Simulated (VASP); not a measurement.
# TaN (Fm-3m) in VASP: notebook

Runs on TaN. Level: PBE. Tasks: relaxation of cell and atoms.

Everything below comes from runs of VASP 6.6.1. Logs are shortened: lines on timing, memory, paths and dates and some standing lists are left out, and cuts for length are marked.

### Step 1. The crystal as given

It takes space group Fm-3m (No. 225, cubic). The conventional cell has a = 4.423 Å, b = 4.423 Å, c = 4.423 Å, α = 90.00°, β = 90.00°, γ = 90.00°. Ta (site symmetry m-3m) is surrounded by 6 N at 2.21 Å. N (site symmetry m-3m) is surrounded by 6 Ta at 2.21 Å.

The cell comes from a database or a generator and needn't be the stable form of this composition.

### Step 2. Relaxation of cell and atoms, PBE

INCAR reads:

```
SYSTEM = TaN
PREC = Accurate
ENCUT = 520
EDIFF = 1E-7
ISMEAR = 0
SIGMA = 0.02
LREAL = .FALSE.
LASPH = .TRUE.
NELM = 100
ALGO = Normal
ISIF = 3
LWAVE = .FALSE.
LCHARG = .FALSE.
GGA = PE
IBRION = 2
NSW = 80
EDIFFG = -0.002
```

KPOINTS reads:

```
Automatic mesh
0
G
  16 16 16
  0 0 0
```

POSCAR reads:

```
TaN
1.0
    0.0000000000      2.2113230000      2.2113230000
    2.2113230000      0.0000000000      2.2113230000
    2.2113230000      2.2113230000      0.0000000000
Ta N
1 1
Direct
    0.5000000000      0.5000000000      0.5000000000
    0.0000000000      0.0000000000      0.0000000000
```

Potentials or basis: VASP PAW PBE potentials, release 64 (Ta_pv, N).

Launch:

```console
cat potpaw_PBE.64/Ta_pv/POTCAR potpaw_PBE.64/N/POTCAR > POTCAR
mpirun -np 1 vasp_std > vasp.out
```

OUTCAR:

```text
SYSTEM = TaN
   PREC = Accurate
   ENCUT = 520
   EDIFF = 1E-7
   ISMEAR = 0
   LREAL = .FALSE.
   LASPH = .TRUE.
   NELM = 100
   ISIF = 3
   GGA = PE
   IBRION = 2
   NSW = 80
   EDIFFG = -0.002

 ion  position               nearest neighbor table
   1  0.500  0.500  0.500-   2 2.21   2 2.21   2 2.21   2 2.21   2 2.21   2 2.21
   2  0.000  0.000  0.000-   1 2.21   1 2.21   1 2.21   1 2.21   1 2.21   1 2.21

  LATTYP: Found a face centered cubic cell.
 ALAT       =     4.4226460000

  Lattice vectors:

 A1 = (   0.0000000000,   2.2113230000,   2.2113230000)
 A2 = (   2.2113230000,   0.0000000000,   2.2113230000)
 A3 = (   2.2113230000,   2.2113230000,   0.0000000000)

Analysis of symmetry for initial positions (statically):
=====================================================================
 Subroutine PRICEL returns:
 Original cell was already a primitive cell.

 Routine SETGRP: Setting up the symmetry group for a
 face centered cubic supercell.

 Subroutine GETGRP returns: Found 48 space group operations
 (whereof 48 operations were pure point group operations)
 out of a pool of 48 trial point group operations.

The static configuration has the point symmetry O_h .

Analysis of symmetry for dynamics (positions and initial velocities):
=====================================================================
 Subroutine PRICEL returns:
 Original cell was already a primitive cell.

 Routine SETGRP: Setting up the symmetry group for a
 face centered cubic supercell.

 Subroutine GETGRP returns: Found 48 space group operations
 (whereof 48 operations were pure point group operations)
 out of a pool of 48 trial point group operations.

The dynamic configuration has the point symmetry O_h .

 Subroutine INISYM returns: Found 48 space group operations
 (whereof 48 operations are pure point group operations),
 and found     1 'primitive' translations

----------------------------------------------------------------------------------------

                                     Primitive cell

  volume of cell :      21.6265

  direct lattice vectors                    reciprocal lattice vectors
     0.000000000  2.211323000  2.211323000    -0.226108985  0.226108985  0.226108985
     2.211323000  0.000000000  2.211323000     0.226108985 -0.226108985  0.226108985
     2.211323000  2.211323000  0.000000000     0.226108985  0.226108985 -0.226108985

  length of vectors
     3.127282977  3.127282977  3.127282977     0.391632251  0.391632251  0.391632251

  position of ions in fractional coordinates (direct lattice)
     0.500000000  0.500000000  0.500000000
     0.000000000  0.000000000  0.000000000

  ion indices of the primitive-cell ions
   primitive index   ion index
                 1           1
                 2           2

----------------------------------------------------------------------------------------

 KPOINTS: Automatic mesh

Automatic generation of k-mesh.
 Grid dimensions read from file:
 generate k-points for:   16   16   16

 Generating k-lattice:

  Cartesian coordinates                     Fractional coordinates (reciprocal lattice)
    -0.014131812  0.014131812  0.014131812     0.062500000  0.000000000  0.000000000
     0.014131812 -0.014131812  0.014131812     0.000000000  0.062500000  0.000000000
     0.014131812  0.014131812 -0.014131812     0.000000000  0.000000000  0.062500000

  Length of vectors
     0.024477016  0.024477016  0.024477016

  Shift w.r.t. Gamma in fractional coordinates (k-lattice)
     0.000000000  0.000000000  0.000000000

 Subroutine IBZKPT returns following result:
 ===========================================

 Found    145 irreducible k-points:

 Following reciprocal coordinates:
            Coordinates               Weight
  0.000000  0.000000  0.000000      1.000000
  0.062500  0.000000  0.000000      8.000000
  0.125000  0.000000  0.000000      8.000000
  0.187500  0.000000  0.000000      8.000000
  0.250000  0.000000  0.000000      8.000000
  0.312500  0.000000  0.000000      8.000000
[... 16 lines left out ...]
 -0.125000  0.062500  0.000000     24.000000
 -0.062500  0.062500  0.000000     12.000000
 [... further k-points ...]
   k-points           NKPTS =    145   k-points in BZ     NKDIM =    145   number of bands    NBANDS=     12
   number of dos      NEDOS =    301   number of ions     NIONS =      2
   total plane-waves  NPLWV =  13824
   dimension x,y,z NGX =    24 NGY =   24 NGZ =   24
   dimension x,y,z NGXF=    48 NGYF=   48 NGZF=   48
   ions per type =               1   1
   NGX,Y,Z   is equivalent  to a cutoff of  12.76, 12.76, 12.76 a.u.
   NGXF,Y,Z  is equivalent  to a cutoff of  25.52, 25.52, 25.52 a.u.
 SYSTEM =  TaN
   PREC   = accura    normal or accurate (medium, high low for compatibility)
   ISTART =      0    job   : 0-new  1-cont  2-samecut
   ICHARG =      2    charge: 1-file 2-atom 10-const
   ISPIN  =      1    spin polarized calculation?
   LNONCOLLINEAR =      F non collinear calculations
   LSORBIT =      F    spin-orbit coupling
   LASPH  =      T    aspherical Exc in radial PAW
   ENCUT  =  520.0 eV  38.22 Ry    6.18 a.u.   5.81  5.81  5.81*2*pi/ulx,y,z
   NELM   =    100;   NELMIN=  2; NELMDL= -5     # of ELM steps
   EDIFF  = 0.1E-06   stopping-criterion for ELM
   LREAL  =      F    real-space projection
   EDIFFG = -.2E-02   stopping-criterion for IOM
   NSW    =     80    number of steps for IOM
   IBRION =      2    ionic relax: 0-MD 1-quasi-New 2-CG
   NFREE  =      1    steps in history (QN), initial steepest desc. (CG)
   ISIF   =      3    stress and relaxation
   ISYM   =      2    0-nonsym 1-usesym 2-fastsym
   POTIM  = 0.5000    time-step for ionic-motion
   TEBEG  =    0.0;   TEEND  =   0.0 temperature during run
   PSTRESS=    0.0 pullay stress
   NELECT =      16.0000    total number of electrons
   NUPDOWN=      -1.0000    fix difference up-down
   EMIN   =  10.00;   EMAX   =-10.00  energy-range for DOS
   EFERMI =   0.00;   METHOD = LEGACY
   ISMEAR =     0;   SIGMA  =   0.02  broadening in eV -4-tet -1-fermi 0-gaus
   EFERMI_NEDOS =   21; number of points for ismear=-14 and -15
   IALGO  =     38    algorithm
   IMIX   =      4    mixing-type and parameters
     AMIX     =   0.40;   BMIX     =  1.00
     AMIX_MAG =   1.60;   BMIX_MAG =  1.00
  volume/ion in A,a.u.               =      10.81        72.97
  Fermi-wavevector in a.u.,A,eV,Ry     =   1.480651  2.798024 29.828417  2.192327
  Thomas-Fermi vector in A             =   2.594659
   LORBIT       =      0    0 simple, 1 ext, 2 COOP (PROOUT), +10 PAW based schemes
   GGA     = PE    functional components
   LHFCALC =     F    Hartree Fock is set to
   AEXX    =    0.0000 exact exchange contribution
   IVDW    =     0    specifies the selected vdW correction
   LEPSILON=     F    determine dielectric tensor
   LRPA    =     F    only Hartree local field effects (RPA)
 conjugate gradient relaxation of ions
 non-spin polarized calculation
 Gauss-broadening in eV      SIGMA  =   0.02
  energy-cutoff  :      520.00
  volume of cell :       21.63
 maximum number of plane-waves:       604
   NGX = 11   NGY = 11   NGZ = 11

--------------------------------------- Ionic step        1  -------------------------------------------

 number of electron      16.0000003 magnetization

 Free energy of the ion-electron system (eV)
  ---------------------------------------------------
  ext. energy  EPLUGINS =         0.00000000
  ---------------------------------------------------
  free energy    TOTEN  =       -21.82311604 eV

  energy without entropy =      -21.82265185  energy(sigma->0) =      -21.82288395

------------------------ aborting loop because EDIFF is reached ----------------------------------------

  FORCE on cell =-STRESS in cart. coord.  units (eV):
  Direction    XX          YY          ZZ          XY          YZ          ZX
  --------------------------------------------------------------------------------------
  -------------------------------------------------------------------------------------
  Total       -0.0640364     -0.0640364     -0.0640364     -0.0000000     -0.0000000      0.0000000
  in kB       -4.7440680     -4.7440680     -4.7440680     -0.0000000     -0.0000000      0.0000000
  external PRESSURE =      -4.7440680 kB  Pullay stress =       0.0000000 kB
[... 57 lines left out ...]
  energy  without entropy=      -21.8224812657  energy(sigma->0) =      -21.82270927

--------------------------------------- Ionic step        3  -------------------------------------------

 number of electron      16.0000003 magnetization

 Free energy of the ion-electron system (eV)
  ---------------------------------------------------
  ext. energy  EPLUGINS =         0.00000000
  ---------------------------------------------------
  free energy    TOTEN  =       -21.82316342 eV

  energy without entropy =      -21.82270188  energy(sigma->0) =      -21.82293265

 E-fermi :   9.3723     XC(G=0): -13.3521

 val. band max:        9.3713196961   @ k =  -0.4375   0.1875   0.0000
 cond. band min:       9.3901224686   @ k =   0.3125   0.1250   0.0625
 fundamental gap:      0.0188027725
 Fermi energy:         9.3723384516

 k-point     1 :       0.0000    0.0000    0.0000
  band No.  band energies     occupation
      1     -26.4364      2.00000
      2     -26.4364      2.00000
      3     -26.4364      2.00000
      4      -9.3637      2.00000
      5       5.5900      2.00000
      6       5.5900      2.00000
      7       5.5900      2.00000
      8       7.3078      2.00000
      9       7.3079      2.00000
     10       7.3079      2.00000
     11       9.4319      0.00003
     12       9.4319      0.00003
[... 331 lines left out ...]
 k-point    24 :      -0.0625    0.0625    0.0000
  band No.  band energies     occupation
      1     -26.5150      2.00000
      2     -26.4573      2.00000
      3     -26.4386      2.00000
      4      -9.1234      2.00000
      5       4.3947      2.00000
      6       4.7228      2.00000
      7       5.0580      2.00000
      8       7.4792      2.00000
      9       7.6887      2.00000
     10       7.9932      2.00000
     11       9.8288      0.00000
     12      10.6825      0.00000

 [... further k-points ...]

------------------------ aborting loop because EDIFF is reached ----------------------------------------

  FORCE on cell =-STRESS in cart. coord.  units (eV):
  Direction    XX          YY          ZZ          XY          YZ          ZX
  --------------------------------------------------------------------------------------
  -------------------------------------------------------------------------------------
  Total        0.0014875      0.0014875      0.0014875      0.0000000     -0.0000000     -0.0000000
  in kB        0.1103622      0.1103622      0.1103622      0.0000000     -0.0000000     -0.0000000
  external PRESSURE =       0.1103622 kB  Pullay stress =       0.0000000 kB
[... 17 lines left out ...]
  FREE ENERGIE OF THE ION-ELECTRON SYSTEM (eV)
  ---------------------------------------------------
  free  energy   TOTEN  =       -21.8231634163 eV

  energy  without entropy=      -21.8227018782  energy(sigma->0) =      -21.82293265

 reached required accuracy - stopping structural energy minimisation
```

It took 44 s on 1 thread of AMD EPYC 9R14 (Zen 4), shared host; peak memory 0.15 GiB.

Results:

```yaml
Free_energy: -21.8232 eV
Relaxed_volume: 10.80 Å³/atom
Relaxed_cell: a = 3.126 Å, b = 3.126 Å, c = 3.126 Å, α = 60.00°, β = 60.00°, γ = 60.00°
Space_group_after_relaxing_to_0.05_Å: Fm-3m (No. 225)
Energy_gained_by_relaxing: 0.0 meV/atom
Ionic_steps: 3
Pressure_after_relaxing: 0.0 GPa
Band_gap_on_the_k_mesh: none (metal or under the smearing width)
```

Final structure:
```cif
data_structure
_symmetry_space_group_name_H-M 'P 1'
_symmetry_Int_Tables_number 1
_cell_length_a 3.1258
_cell_length_b 3.1258
_cell_length_c 3.1258
_cell_angle_alpha 60.000
_cell_angle_beta 60.000
_cell_angle_gamma 60.000
_cell_volume 21.59
loop_
_atom_site_label
_atom_site_type_symbol
_atom_site_fract_x
_atom_site_fract_y
_atom_site_fract_z
_atom_site_occupancy
Ta1 Ta 0.50000 0.50000 0.50000 1
N1 N 0.00000 0.00000 0.00000 1
```

Levels at points of the mesh, in eV from the Fermi level:
```csv
k point,band 5,band 6,band 7,band 8,band 9,band 10,band 11,band 12
"(0.00, 0.00, 0.00)",-3.78,-3.78,-3.78,-2.06,-2.06,-2.06,0.06,0.06
"(0.50, 0.00, 0.00)",-10.25,-7.47,-7.47,1.85,1.85,1.94,3.77,7.37
"(0.50, 0.50, 0.00)",-6.61,-5.36,-4.60,-4.60,2.07,3.46,3.46,4.37
```

Spin-orbit coupling is left out, which matters for the levels of Ta.

### Step 3. Relaxation of cell and atoms, PBE

INCAR is that of step 2.

KPOINTS is that of step 2.

POSCAR reads:

```
TaN                                     
1.0
   -0.0000000000      2.2102427752      2.2102427752
    2.2102427752     -0.0000000000      2.2102427752
    2.2102427752      2.2102427752      0.0000000000
  Ta              N             
     1     1
Direct
     0.5000000000000000    0.5000000000000000    0.5000000000000000
     0.0000000000000000    0.0000000000000000    0.0000000000000000
```

Potentials or basis: VASP PAW PBE potentials, release 64 (Ta_pv, N).

Launch:

```console
cat potpaw_PBE.64/Ta_pv/POTCAR potpaw_PBE.64/N/POTCAR > POTCAR
mpirun -np 1 vasp_std > vasp.out
```

OUTCAR:

```text
SYSTEM = TaN
   PREC = Accurate
   ENCUT = 520
   EDIFF = 1E-7
   ISMEAR = 0
   LREAL = .FALSE.
   LASPH = .TRUE.
   NELM = 100
   ISIF = 3
   GGA = PE
   IBRION = 2
   NSW = 80
   EDIFFG = -0.002

 ion  position               nearest neighbor table
   1  0.500  0.500  0.500-   2 2.21   2 2.21   2 2.21   2 2.21   2 2.21   2 2.21
   2  0.000  0.000  0.000-   1 2.21   1 2.21   1 2.21   1 2.21   1 2.21   1 2.21

  LATTYP: Found a face centered cubic cell.
 ALAT       =     4.4204855504

  Lattice vectors:

 A1 = (   0.0000000000,   2.2102427752,   2.2102427752)
 A2 = (   2.2102427752,   0.0000000000,   2.2102427752)
 A3 = (   2.2102427752,   2.2102427752,   0.0000000000)

Analysis of symmetry for initial positions (statically):
=====================================================================
 Subroutine PRICEL returns:
 Original cell was already a primitive cell.

 Routine SETGRP: Setting up the symmetry group for a
 face centered cubic supercell.

 Subroutine GETGRP returns: Found 48 space group operations
 (whereof 48 operations were pure point group operations)
[... 178 lines left out ...]
      4      -9.3636      2.00000
      5       5.5900      2.00000
      6       5.5900      2.00000
      7       5.5900      2.00000
      8       7.3078      2.00000
      9       7.3078      2.00000
     10       7.3078      2.00000
     11       9.4319      0.00003
     12       9.4319      0.00003
[... 331 lines left out ...]
 k-point    24 :      -0.0625    0.0625    0.0000
  band No.  band energies     occupation
      1     -26.5150      2.00000
      2     -26.4573      2.00000
      3     -26.4386      2.00000
      4      -9.1234      2.00000
      5       4.3947      2.00000
      6       4.7228      2.00000
      7       5.0581      2.00000
      8       7.4792      2.00000
      9       7.6887      2.00000
     10       7.9932      2.00000
     11       9.8288      0.00000
     12      10.6825      0.00000

 [... further k-points ...]

------------------------ aborting loop because EDIFF is reached ----------------------------------------

  FORCE on cell =-STRESS in cart. coord.  units (eV):
  Direction    XX          YY          ZZ          XY          YZ          ZX
  --------------------------------------------------------------------------------------
  -------------------------------------------------------------------------------------
  Total        0.0012101      0.0012101      0.0012101      0.0000000      0.0000000      0.0000000
  in kB        0.0897829      0.0897829      0.0897829      0.0000000      0.0000000      0.0000000
  external PRESSURE =       0.0897829 kB  Pullay stress =       0.0000000 kB

 VOLUME and BASIS-vectors are now :
 -----------------------------------------------------------------------------
  energy-cutoff  :      520.00
  volume of cell :       21.59
      direct lattice vectors                 reciprocal lattice vectors
     0.000000000  2.210242775  2.210242775    -0.226219493  0.226219493  0.226219493
     2.210242775  0.000000000  2.210242775     0.226219493 -0.226219493  0.226219493
     2.210242775  2.210242775  0.000000000     0.226219493  0.226219493 -0.226219493

 POSITION                                       TOTAL-FORCE (eV/Angst)
 -----------------------------------------------------------------------------------
      2.21024      2.21024      2.21024         0.000000      0.000000      0.000000
      0.00000      0.00000      0.00000        -0.000000     -0.000000      0.000000
 -----------------------------------------------------------------------------------
    total drift:                                0.000000     -0.000000     -0.000000

  FREE ENERGIE OF THE ION-ELECTRON SYSTEM (eV)
  ---------------------------------------------------
  free  energy   TOTEN  =       -21.8231338940 eV

  energy  without entropy=      -21.8226722425  energy(sigma->0) =      -21.82290307

 reached required accuracy - stopping structural energy minimisation
```

OSZICAR:

```text
N       E                     dE             d eps       ncg     rms          rms(c)
DAV:   1     0.882656742291E+02    0.88266E+02   -0.92966E+03  3488   0.141E+03
DAV:   2    -0.210469863450E+02   -0.10931E+03   -0.10372E+03  3996   0.338E+02
DAV:   3    -0.248015291355E+02   -0.37545E+01   -0.36397E+01  4328   0.568E+01
DAV:   4    -0.248593257507E+02   -0.57797E-01   -0.57626E-01  3948   0.625E+00
DAV:   5    -0.248601353343E+02   -0.80958E-03   -0.80951E-03  4412   0.571E-01    0.234E+01
DAV:   6    -0.219477876367E+02    0.29123E+01   -0.12418E+01  4104   0.329E+01    0.988E+00
DAV:   7    -0.218563999110E+02    0.91388E-01   -0.48068E-01  3764   0.646E+00    0.663E+00
DAV:   8    -0.218278498699E+02    0.28550E-01   -0.13740E-01  4236   0.370E+00    0.111E+00
DAV:   9    -0.218232340935E+02    0.46158E-02   -0.18768E-02  3984   0.114E+00    0.254E-01
DAV:  10    -0.218232001116E+02    0.33982E-04   -0.12025E-03  4104   0.385E-01    0.107E-01
DAV:  11    -0.218231340776E+02    0.66034E-04   -0.18500E-04  4120   0.119E-01    0.152E-02
DAV:  12    -0.218231342590E+02   -0.18137E-06   -0.70934E-06  3712   0.270E-02    0.476E-03
DAV:  13    -0.218231339057E+02    0.35330E-06   -0.12333E-07  3328   0.311E-03    0.265E-03
DAV:  14    -0.218231338940E+02    0.11740E-07   -0.21044E-08  1896   0.165E-03
   1 F= -.21823134E+02 E0= -.21822903E+02  d E =-.218231E+02
```

CONTCAR:

```text
TaN
   1.00000000000000
     0.0000000000000000    2.2102427751999998    2.2102427751999998
     2.2102427751999998    0.0000000000000000    2.2102427751999998
     2.2102427751999998    2.2102427751999998    0.0000000000000000
  Ta              N
     1     1
Direct
     0.5000000000000000    0.5000000000000000    0.5000000000000000
     0.0000000000000000    0.0000000000000000    0.0000000000000000

  0.00000000E+00  0.00000000E+00  0.00000000E+00
  0.00000000E+00  0.00000000E+00  0.00000000E+00
```

It took 23 s on 1 thread of AMD EPYC 9R14 (Zen 4), shared host; peak memory 0.14 GiB.

Results:

```
Free energy             : -21.8231 eV
Pressure after relaxing : 0.0 GPa
Band gap on the k mesh  : none (metal or under the smearing width)
```

Final structure:
```cif
data_structure
_symmetry_space_group_name_H-M 'P 1'
_symmetry_Int_Tables_number 1
_cell_length_a 3.1258
_cell_length_b 3.1258
_cell_length_c 3.1258
_cell_angle_alpha 60.000
_cell_angle_beta 60.000
_cell_angle_gamma 60.000
_cell_volume 21.59
loop_
_atom_site_label
_atom_site_type_symbol
_atom_site_fract_x
_atom_site_fract_y
_atom_site_fract_z
_atom_site_occupancy
Ta1 Ta 0.50000 0.50000 0.50000 1
N1 N 0.00000 0.00000 0.00000 1
```

Caveat: the relaxation stopped at its first step, so nothing moved. The run has no spin-orbit coupling, so splittings on Ta are missing.
